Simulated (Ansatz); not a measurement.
Write the native input for Ansatz 0.2.0 that does the following.

```yaml
Task: single point
Functional: PBE
Potentials_or_basis: Ansatz PAW
Cutoff: "420 eV (not typed: the program's choice for these potentials)"
k_mesh: 9 × 9 × 9
Occupations: gaussian, width 0.012 eV
Spin: no spin polarisation
```

Crystal: Sn.

```xyz
2
Lattice="-2.9401 2.9401 1.5993 2.9401 -2.9401 1.5993 2.9401 2.9401 -1.5993" Properties=species:S:1:pos:R:3 pbc="T T T"
Sn    0.0000    0.0000    0.0000
Sn    0.0000    2.9401    0.7997
```

These files were run (other wordings do the same):

input.yaml

```yaml
crystal:
  lattice:
    - [-2.9401404553, 2.9401404553, 1.5993019889]
    - [2.9401404553, -2.9401404553, 1.5993019889]
    - [2.9401404553, 2.9401404553, -1.5993019889]
  atoms:
    - { symbol: Sn, position: [0.0, 0.0, 0.0] }
    - { symbol: Sn, position: [0.75, 0.25, 0.5] }
hamiltonian:
  xc: pbe
  pseudopotentials: { kind: paw }
kpoints:
  mp_grid: { grid: [9, 9, 9] }
scf:
  occupations: { method: gaussian, width: 0.012 }
output:
  forces: true
  stress: true
  eigenvalues: true
```

Potentials or basis: Ansatz PAW.

Command:

```console
$ ansatz run input.yaml --threads 2 --pin off --max-ram 5632MiB --backend cpu --events-out ev --progress --plain --runs-dir out
```

Results of the run:

```yaml
Pressure: 1.4 GPa
Band_gap_on_the_k_mesh: none (metal or under the smearing width)
```

Wall time 6.2 s on 2 threads of Intel(R) Xeon(R) Processor @ 2.50GHz (Skylake/Cascade Lake), on a shared host, peak memory 0.38 GiB.
